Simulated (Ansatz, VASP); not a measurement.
This is a calculation of NiO for Ansatz 0.2.0.

The input input.yaml:

```yaml
crystal:
  lattice:
    - [0.0, 2.0859016414, 2.0859016414]
    - [2.0859016414, 0.0, 2.0859016414]
    - [2.0859016414, 2.0859016414, 0.0]
  atoms:
    - { symbol: Ni, position: [0.0, 0.0, 0.0], spin: 1.0 }
    - { symbol: O, position: [0.5, 0.5, 0.5] }
hamiltonian:
  xc: pbe
  pseudopotentials: { kind: paw }
magnetization:
  spin_polarized: true
kpoints:
  mp_grid: { grid: [11, 11, 11] }
scf:
  occupations: { method: fermi_dirac, width: 0.05 }
output:
  forces: true
  stress: true
relax:
  f_tol: 0.01
  max_steps: 40
  cell: { stress_tol: 0.05 }
```

Potentials or basis: Ansatz PAW.

Launch:

```sh
$ ansatz run input.yaml --threads 2 --pin off --max-ram 5632MiB --backend cpu --events-out ev --progress --plain --runs-dir out
```

Problem. Translate it to VASP 6.6.1. Potentials there: VASP PAW PBE potentials, release 64 (Ni_sv_GW, O_GW).

Solution. As run (the cutoff follows the program's own potentials):

File INCAR:

```
  PREC = Accurate
  ENCUT = 680
  EDIFF = 1E-7
  ISMEAR = -1
  SIGMA = 0.05
  LREAL = F
  LASPH = T
  NELM = 100
  ALGO = Normal
  ISIF = 3
  LWAVE = F
  LCHARG = F
  ISPIN = 2
  MAGMOM = 1 0
  LORBIT = 11
  LMAXMIX = 4
  GGA = PE
  IBRION = 2
  NSW = 60
  EDIFFG = -0.01
```

The input KPOINTS:

```
regular mesh
0
Gamma
  11 11 11
```

POSCAR

```
NiO
1.0
    0.0000000000      2.0859016414      2.0859016414
    2.0859016414      0.0000000000      2.0859016414
    2.0859016414      2.0859016414      0.0000000000
Ni O
1 1
Direct
    0.0000000000      0.0000000000      0.0000000000
    0.5000000000      0.5000000000      0.5000000000
```

Potentials or basis: VASP PAW PBE potentials, release 64 (Ni_sv_GW, O_GW).

The run is started by

```console
$ cat potpaw_PBE.64/Ni_sv_GW/POTCAR potpaw_PBE.64/O_GW/POTCAR > POTCAR
$ mpirun -np 1 vasp_std > vasp.out
```

Both were run:

|  | VASP | Ansatz | Ansatz less VASP |
| --- | --- | --- | --- |
| net moment per atom (μB) | 0.90 | 0.91 | +0.002 |
| size of the moment on the site where the two differ most (μB) | 1.49 | 1.46 | -0.030 |
| relaxed volume (Å³/atom) | 9.32 | 9.37 | +0.055 |
| relaxed cell length with the largest relative difference (Å) | 2.976 | 2.982 | +0.0059 |
| energy change over the relaxation (meV/atom) | -4 | -5 | -1.5 |

Site moments also hang on the region over which each program counts them.

Caveats: a cell with one magnetic atom can't hold antiferromagnetic order, which such compounds often take; semilocal functionals often make such compounds metallic where correlation or magnetic order opens a gap, which also shifts bond lengths (VASP); the plane-wave basis is chosen anew once the cell has moved, so the energies of steps on either side of that aren't comparable (Ansatz); the pressure holds a Pulay correction of +0.7 GPa for the finite cutoff (Ansatz). With open d or f shells a metallic result of PBE can be an artefact of self-interaction; +U or a hybrid may open a gap. Zero-point motion and thermal expansion aren't in these numbers.
